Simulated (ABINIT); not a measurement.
# Si2Ni (Fm-3m) in ABINIT: settings compared

One crystal, Si2Ni, is run at these levels: revPBE, PW91, WC; tasks: single point.

All numbers are computed with ABINIT 10.8.3 (patched build); they aren't measurements. Logs are shortened: lines on timing, memory, paths and dates and some standing lists are left out, and cuts for length are marked. The log counts tension as positive stress, the text compression.

### 1 The structure

Symmetry: Fm-3m, No. 225, cubic system. The conventional cell has a = 5.406 Å, b = 5.406 Å, c = 5.406 Å, α = 90.00°, β = 90.00°, γ = 90.00°. Around Ni (site symmetry m-3m) lie 8 Si at 2.34 Å. Si (site symmetry -43m) is surrounded by 4 Ni at 2.34 Å.

### 2 Single point, revPBE, collinear spin, ferromagnetic start

The input, run.abi:

```
# Pseudopotentials
pp_dirpath "./"
pseudos "Ni.GGA_PBE-JTH.xml, Si.GGA_PBE-JTH.xml"

# Structure
acell 3*1.0 Angstrom
rprim
     0.0000000000     2.7030000000     2.7030000000
     2.7030000000     0.0000000000     2.7030000000
     2.7030000000     2.7030000000     0.0000000000
ntypat 2
znucl 28 14
natom 3
typat 1 2 2
xred
     0.0000000000     0.0000000000     0.0000000000
     0.7500000000     0.7500000000     0.7500000000
     0.2500000000     0.2500000000     0.2500000000

# Plane-wave basis
ecut 49.0
pawecutdg 73.5
pawxcdev 0

# k points
kptopt 1
ngkpt 7 7 7
nshiftk 1
shiftk 0.0 0.0 0.0

# Exchange and correlation
ixc 14

# Bands and occupations
nband 18
occopt 3
tsmear 0.00183747

# Spin
nsppol 2
spinat
     0.0000000000     0.0000000000     1.0000000000
     0.0000000000     0.0000000000     0.0000000000
     0.0000000000     0.0000000000     0.0000000000

# SCF cycle
nstep 100
tolvrs 1.0e-9

# Output
iomode 3
prtwf 0
prteig 0
prtebands 0
prtden 1
prtvha 1
prtvclmb 1
prtpot 1
```

Potentials or basis: JTH PAW PBE v2.0.

Launch:

```console
$ abinit run.abi > log 2>&1
```

run.abo:

```text
.Version 10.8.3 of ABINIT
 Symmetries : space group Fm -3 m (#225); Bravais cF (face-center cubic)
================================================================================
 Values of the parameters that define the memory need of the present run
     intxc =       0    ionmov =       0      iscf =      17    lmnmax =      18
     lnmax =       6     mgfft =      48  mpssoang =       3    mqgrid =    3001
     natom =       3  nloc_mem =       2    nspden =       2   nspinor =       1
    nsppol =       2      nsym =      48    n1xccc =       1    ntypat =       2
    occopt =       3   xclevel =       2
       mpw =        4390          nfft =      110592          nkpt =          20
 PAW method is used; the additional fine FFT grid is defined by:
   mgfftf=        60    nfftf =    216000
================================================================================
================================================================================

--------------------------------------------------------------------------------
------------- Echo of variables that govern the present computation ------------
--------------------------------------------------------------------------------
 -outvars: echo values of preprocessed input variables --------
            acell      1.8897261259E+00  1.8897261259E+00  1.8897261259E+00 Bohr
              amu      5.86900000E+01  2.80855000E+01
             ecut      4.90000000E+01 Hartree
              ixc          14
         kptrlatt        7    0    0      0    7    0      0    0    7
          kptrlen      5.05659244E+01
            natom           3
            nband          18
            ngfft          48      48      48
          ngfftdg          60      60      60
             nkpt          20
           nspden           2
           nsppol           2
            nstep         100
             nsym          48
           ntypat           2
           occopt           3
        pawecutdg      7.35000000E+01 Hartree
         pawxcdev           0
        prtebands           0
           prteig           0
           prtpot           1
         prtvclmb           1
           prtvha           1
            prtwf           0
            rprim      0.0000000000E+00  2.7030000000E+00  2.7030000000E+00
                       2.7030000000E+00  0.0000000000E+00  2.7030000000E+00
                       2.7030000000E+00  2.7030000000E+00  0.0000000000E+00
          spgroup         225
           spinat      0.0000000000E+00  0.0000000000E+00  1.0000000000E+00
                       0.0000000000E+00  0.0000000000E+00  0.0000000000E+00
                       0.0000000000E+00  0.0000000000E+00  0.0000000000E+00
           tolvrs      1.00000000E-09
           tsmear      1.83747000E-03 Hartree
            typat      1  2  2
           useylm           1
           xangst      0.0000000000E+00  0.0000000000E+00  0.0000000000E+00
                       4.0545000000E+00  4.0545000000E+00  4.0545000000E+00
                       1.3515000000E+00  1.3515000000E+00  1.3515000000E+00
            xcart      0.0000000000E+00  0.0000000000E+00  0.0000000000E+00
                       7.6618945775E+00  7.6618945775E+00  7.6618945775E+00
                       2.5539648592E+00  2.5539648592E+00  2.5539648592E+00
             xred      0.0000000000E+00  0.0000000000E+00  0.0000000000E+00
                       7.5000000000E-01  7.5000000000E-01  7.5000000000E-01
                       2.5000000000E-01  2.5000000000E-01  2.5000000000E-01
            znucl       28.00000   14.00000

================================================================================

 chkinp: Checking input parameters for consistency.

================================================================================
== DATASET  1 ==================================================================

--- !DatasetInfo
iteration_state: {dtset: 1, }
dimensions: {natom: 3, nkpt: 20, mband: 18, nsppol: 2, nspinor: 1, nspden: 2, mpw: 4390, }
cutoff_energies: {ecut:  49.0, pawecutdg:  73.5, }
electrons: {nelect:   2.60000000E+01, charge:   0.00000000E+00, occopt:   3.00000000E+00, tsmear:   1.83747000E-03, }
meta: {optdriver: 0, ionmov: 0, optcell: 0, iscf: 17, paral_kgb: 0, }
...

 Exchange-correlation functional for the present dataset will be:
  GGA: revPBE functional - ixc=14
  Zhang and Yang, PRL 80, 890 (1998)

 Real(R)+Recip(G) space primitive vectors, cartesian coordinates (Bohr,Bohr^-1):
 R(1)=  0.0000000  5.1079297  5.1079297  G(1)= -0.0978870  0.0978870  0.0978870
[... 122 lines left out ...]
 Radius=ratsph(iatom), smearing ratsm=  0.0000. Diff(up-dn)=approximate z local magnetic moment.
    Atom    Radius    up_density   dn_density  Total(up+dn)  Diff(up-dn)
    1 Ni   1.81432     7.981357     7.981356     15.962713     0.000001
    2 Si   1.90945     0.750786     0.750786      1.501572     0.000000
    3 Si   1.90945     0.750786     0.750786      1.501572     0.000000
 ------------------------------------------------------------------------------------------------------------
  Sum:                 9.482929     9.482928     18.965857     0.000001
 Total magnetization (from the atomic spheres):                0.000001
 Total magnetization (exact up - dn):                          0.000001

================================================================================

 ----iterations are completed or convergence reached----

 Mean square residual over all n,k,spin=   23.743E-11; max=  87.702E-09
 reduced coordinates (array xred) for    3 atoms
       0.000000000000      0.000000000000      0.000000000000
       0.750000000000      0.750000000000      0.750000000000
       0.250000000000      0.250000000000      0.250000000000
 rms dE/dt=  9.3586E-31; max dE/dt=  2.1036E-30; dE/dt below (all hartree)
    1       0.000000000000      0.000000000000      0.000000000000
    2       0.000000000000      0.000000000000      0.000000000000
    3       0.000000000000     -0.000000000000      0.000000000000

 cartesian coordinates (angstrom) at end:
    1      0.00000000000000     0.00000000000000     0.00000000000000
    2      4.05450000000000     4.05450000000000     4.05450000000000
    3      1.35150000000000     1.35150000000000     1.35150000000000

 cartesian forces (hartree/bohr) at end:
    1      0.00000000000000     0.00000000000000    -0.00000000000000
    2     -0.00000000000000    -0.00000000000000     0.00000000000000
    3      0.00000000000000    -0.00000000000000     0.00000000000000
 frms,max,avg= 1.2073011E-31 2.6597738E-31   0.000E+00  0.000E+00  0.000E+00 h/b

 cartesian forces (eV/Angstrom) at end:
    1      0.00000000000000     0.00000000000000    -0.00000000000000
    2     -0.00000000000000    -0.00000000000000     0.00000000000000
    3      0.00000000000000    -0.00000000000000     0.00000000000000
 frms,max,avg= 6.2081921E-30 1.3677107E-29   0.000E+00  0.000E+00  0.000E+00 e/A
 length scales=  1.889726125908  1.889726125908  1.889726125908 bohr
              =  1.000000000000  1.000000000000  1.000000000000 angstroms
 Fermi (or HOMO) energy (hartree) =   0.38748   Average Vxc (hartree)=  -0.42658
 Magnetization (Bohr magneton)=  6.34828977E-07
 Total spin up =  1.30000003E+01   Total spin down =  1.29999997E+01
 Eigenvalues (hartree) for nkpt=  20  k points, SPIN UP:
 kpt#   1, nband= 18, wtk=  0.00292, kpt=  0.0000  0.0000  0.0000 (reduced coord)
  -3.46139   -2.00372   -2.00372   -2.00372   -0.12184    0.19678    0.19678    0.19678
   0.25977    0.25977    0.37844    0.45134    0.45134    0.45134    0.47309    0.47309
   0.47309    0.56190
      occupation numbers for kpt#   1
   1.00000    1.00000    1.00000    1.00000    1.00000    1.00000    1.00000    1.00000
   1.00000    1.00000    0.99273    0.00000    0.00000    0.00000    0.00000    0.00000
   0.00000    0.00000
 prteigrs : prtvol=0 or 1, do not print more k-points.

 Eigenvalues (hartree) for nkpt=  20  k points, SPIN DOWN:
 kpt#   1, nband= 18, wtk=  0.00292, kpt=  0.0000  0.0000  0.0000 (reduced coord)
  -3.46139   -2.00372   -2.00372   -2.00372   -0.12184    0.19678    0.19678    0.19678
   0.25977    0.25977    0.37844    0.45134    0.45134    0.45134    0.47309    0.47309
   0.47309    0.56190
      occupation numbers for kpt#   1
   1.00000    1.00000    1.00000    1.00000    1.00000    1.00000    1.00000    1.00000
   1.00000    1.00000    0.99273    0.00000    0.00000    0.00000    0.00000    0.00000
   0.00000    0.00000
 prteigrs : prtvol=0 or 1, do not print more k-points.

--- !EnergyTerms
iteration_state     : {dtset: 1, }
comment             : Components of total free energy in Hartree
kinetic             :  3.21713601855516E+01
hartree             :  6.48174624133020E+01
xc                  : -1.15658632074648E+01
Ewald energy        : -9.28967318822433E+01
psp_core            :  3.06847981235476E+00
local_psp           : -1.72192333440255E+02
PAW spherical_terms : -2.15319234682987E+00
internal            : -1.78750818465585E+02
'-kT*entropy'       : -2.54049914425132E-04
total_energy        : -1.78751072515499E+02
total_energy_eV     : -4.86406447610260E+03
...

--- !EnergyTermsDC
iteration_state     : {dtset: 1, }
comment             : '"Double-counting" decomposition of free energy'
band_energy         : -1.52661594608819E+01
Ewald energy        : -9.28967318822433E+01
psp_core            :  3.06847981235476E+00
xc_dc               : -6.41580271857624E+01
PAW spherical_terms : -9.49838073400959E+00
internal            : -1.78750819450542E+02
'-kT*entropy'       : -2.54049914425132E-04
total_energy_dc     : -1.78751073500457E+02
total_energy_dc_eV  : -4.86406450290467E+03
...

--- !EnergyTermsWithPAWCore
iteration_state     : {dtset: 1, }
comment             : 'Components of total free energy, including PAW core contributions'
Total energy        : -2.10119702859751E+03
Total energy DC     : -2.10119702958247E+03
Total energy (eV)   : -5.71764839240744E+04
Total energy DC (eV): -5.71764839508765E+04
...

 Cartesian components of stress tensor (hartree/bohr^3)
  sigma(1 1)= -1.72508117E-04  sigma(3 2)=  0.00000000E+00
  sigma(2 2)= -1.72508117E-04  sigma(3 1)=  0.00000000E+00
  sigma(3 3)= -1.72508117E-04  sigma(2 1)=  0.00000000E+00

-Cartesian components of stress tensor (GPa)         [Pressure=  5.0754E+00 GPa]
- sigma(1 1)= -5.07536402E+00  sigma(3 2)=  0.00000000E+00
- sigma(2 2)= -5.07536402E+00  sigma(3 1)=  0.00000000E+00
- sigma(3 3)= -5.07536402E+00  sigma(2 1)=  0.00000000E+00

== END DATASET(S) ==============================================================
================================================================================

 -outvars: echo values of variables after computation  --------
            acell      1.8897261259E+00  1.8897261259E+00  1.8897261259E+00 Bohr
           etotal     -1.7875107350E+02
            fcart      6.8639324756E-32  6.8639324756E-32 -6.8639324756E-32
                      -2.6597738343E-31 -8.5799155944E-33  8.5799155944E-33
                       1.9733805867E-31 -6.0059409161E-32  6.0059409161E-32
            rprim      0.0000000000E+00  2.7030000000E+00  2.7030000000E+00
                       2.7030000000E+00  0.0000000000E+00  2.7030000000E+00
                       2.7030000000E+00  2.7030000000E+00  0.0000000000E+00
           strten     -1.7250811674E-04 -1.7250811674E-04 -1.7250811674E-04
                       0.0000000000E+00  0.0000000000E+00  0.0000000000E+00
           xangst      0.0000000000E+00  0.0000000000E+00  0.0000000000E+00
                       4.0545000000E+00  4.0545000000E+00  4.0545000000E+00
                       1.3515000000E+00  1.3515000000E+00  1.3515000000E+00
             xred      0.0000000000E+00  0.0000000000E+00  0.0000000000E+00
                       7.5000000000E-01  7.5000000000E-01  7.5000000000E-01
                       2.5000000000E-01  2.5000000000E-01  2.5000000000E-01
 Calculation completed.
```

Wall time 7.7 min (1 thread of Intel Xeon Platinum 8259CL at 2.50GHz (Skylake/Cascade Lake), shared host); peak memory 0.31 GiB.

Results:

```yaml
Free_energy: -4864.0645 eV
Pressure: 5.1 GPa
Band_gap_on_the_k_mesh: none (metal or under the smearing width)
Net_moment: 0.00 μB per cell
Valence_electrons_inside_the_program's_atomic_spheres: Ni 15.96; Si 1.50
```

Caveat: small starting moments can end in a higher magnetic state in this program; the PAW data sets were made with another functional, which shifts forces and pressure a little.

### 3 Single point, PW91, collinear spin, ferromagnetic start

run.abi, as its differences from that of step 2:

```diff
@@ -31,3 +31,3 @@
 # Exchange and correlation
-ixc 14
+ixc -109134
```

Potentials or basis: JTH PAW PBE v2.0.

Launch:

```console
$ abinit run.abi > log 2>&1
```

It took 6.5 min on 1 thread of Intel Xeon Platinum 8259CL at 2.50GHz (Skylake/Cascade Lake), shared host; peak memory 0.31 GiB.

Results (log left out):

```
Free energy                                           : -4871.4337 eV
Pressure                                              : 3.5 GPa
Band gap on the k mesh                                : none (metal or under the smearing width)
Net moment                                            : 0.00 μB per cell
Valence electrons inside the program's atomic spheres : Ni 15.98; Si 1.51
```

Levels at points of the mesh, in eV from the Fermi level:
Spin up:
```
           k point  band 11  band 12  band 13  band 14  band 15  band 16
(0.00, 0.00, 0.00)    -0.33     1.77     1.77     1.77     2.39     2.39
```
Spin down:
```
           k point  band 11  band 12  band 13  band 14  band 15  band 16
(0.00, 0.00, 0.00)    -0.33     1.77     1.77     1.77     2.39     2.39
```

Caveat: small starting moments can end in a higher magnetic state in this program; the PAW data sets were made with another functional, which shifts forces and pressure a little.

### 4 Single point, WC, collinear spin, ferromagnetic start

run.abi, as its differences from that of step 3:

```diff
@@ -31,3 +31,3 @@
 # Exchange and correlation
-ixc -109134
+ixc 23
```

Launch:

```console
$ abinit run.abi > log 2>&1
```

Wall time 6.8 min (1 thread of Intel Xeon Platinum 8259CL at 2.50GHz (Skylake/Cascade Lake), shared host); peak memory 0.31 GiB.

Results (log left out):

```yaml
Free_energy: -4868.2238 eV
Pressure: -0.8 GPa
Band_gap_on_the_k_mesh: none (metal or under the smearing width)
Net_moment: 0.00 μB per cell
Valence_electrons_inside_the_program's_atomic_spheres: Ni 15.97; Si 1.51
```

Levels at points of the mesh, in eV from the Fermi level:
Spin up:
```
           k point  band 9  band 10  band 11  band 12  band 13  band 14  band 15  band 16  band 17  band 18
(0.00, 0.00, 0.00)   -3.46    -3.46    -0.29     1.77     1.77     1.77     2.36     2.36     2.36     4.74
```
Spin down:
```tsv
k point	band 9	band 10	band 11	band 12	band 13	band 14	band 15	band 16	band 17	band 18
(0.00, 0.00, 0.00)	-3.46	-3.46	-0.29	1.77	1.77	1.77	2.36	2.36	2.36	4.74
```

Caveat: small starting moments can end in a higher magnetic state in this program; the PAW data sets were made with another functional, which shifts forces and pressure a little.

### 5 Overview

| level | gap on the mesh (eV) | pressure (GPa) | moment (μB) |
| --- | --- | --- | --- |
| revPBE | none | 5.1 | 0.00 |
| PW91 | none | 3.5 | 0.00 |
| WC | none | -0.8 | 0.00 |

Alike in all rows: task single point; potentials or basis JTH PAW PBE v2.0; spin collinear, ferromagnetic start; cell as given; k mesh 7 × 7 × 7; cutoff (eV) 1333; smearing fermi-dirac 0.05 eV.

Every run on the cell as given and a fine mesh finds a metal. The pressure there spans -0.8 GPa (WC) to 5.1 GPa (revPBE); a positive pressure means that this level wants a larger cell, a negative one a smaller.

Caveats: small starting moments can end in a higher magnetic state in this program; the PAW data sets were made with another functional, which shifts forces and pressure a little.

Absolute energies hang on the potentials; compare differences alone.
